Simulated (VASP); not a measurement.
**ZrSe2: phonons with LDA**

ZrSe2:

```
CELL_PARAMETERS angstrom
3.69596 0.00000 0.00000
-1.84798 3.20079 0.00000
0.00000 0.00000 5.94464
ATOMIC_POSITIONS crystal
Zr 0.00000 0.00000 0.00000
Se 0.33333 0.66667 0.26686
Se 0.66667 0.33333 0.73314
```

```
Program                : VASP 6.6.1
Task                   : phonons
Functional             : LDA
Potentials or basis    : VASP PAW LDA potentials, release 64 (Zr_sv, Se)
Cutoff                 : 600 eV
k mesh                 : 9 × 9 × 5
Occupations            : gaussian, width 0.03 eV
Spin                   : no spin polarisation
By perturbation theory : no
Further INCAR settings : ALGO = Fast; EDIFF = 1e-08; IBRION = 6; POTIM = 0.015; NSW = 1
```

```json
{
  "Highest phonon frequency at Γ, LO-TO splitting left out": "253 cm⁻¹"
}
```

Phonon frequencies in cm⁻¹ (negative: imaginary):
```tsv
q point	frequencies
(0.000, 0.000, 0.000)	0 0 0 118 118 142 142 192 253
```

Run time: 8.6 min on 2 MPI ranks on Intel(R) Xeon(R) 6975P-C (Granite Rapids), with other jobs on the host, peak memory 0.52 GiB a rank.
